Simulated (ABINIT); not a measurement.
Set up this calculation in ABINIT 10.8.3 (patched build), as the native input.

* Task: single point
* Functional: PBE
* Potentials or basis: JTH PAW PBE v2.0
* Cutoff: 707 eV
* k mesh: 9 × 9 × 9
* Occupations: fermi-dirac, width 0.05 eV
* Spin: no spin polarisation
* Fine-grid cutoff: 1306.15 eV

The structure of HfN lies in POSCAR:

```
HfN
1.0
    0.0000000000      2.4548220000      2.4548220000
    2.4548220000      0.0000000000      2.4548220000
    2.4548220000      2.4548220000      0.0000000000
Hf N
1 1
Direct
    0.0000000000      0.0000000000      0.0000000000  Hf
    0.2500000000      0.2500000000      0.2500000000  N
```

The cell comes from a database or a generator and needn't be the stable form of this composition.

The input as run:

run.abi

```
# Pseudopotentials
pp_dirpath "./"
pseudos "Hf.GGA_PBE-JTH.xml, N.GGA_PBE-JTH.xml"

# Structure
structure "poscar:POSCAR"
natom 2

# Plane-wave basis
ecut 707.496042 eV
pawecutdg 48.0
pawxcdev 0

# k points
kptopt 1
ngkpt 9 9 9
nshiftk 1
shiftk 0.0 0.0 0.0

# Exchange and correlation
ixc 11

# Bands and occupations
nband 13
occopt 3
tsmear 0.05 eV

# SCF cycle
nstep 100
tolvrs 1.0e-9

# Output
iomode 3
prtwf 0
prtden 0
prteig 0
prtebands 0
enunit 2
```

Potentials or basis: JTH PAW PBE v2.0.

Command:

```sh
$ abinit run.abi > log 2>&1
```

It gave:

The pressure is 0.2 GPa, the band gap on the k mesh is none (metal or under the smearing width) and the valence electrons inside the program's atomic spheres are Hf 9.61; N 2.58.

Wall time 20 s on 1 thread of Arm Neoverse V2, on a shared host, peak memory 0.14 GiB.
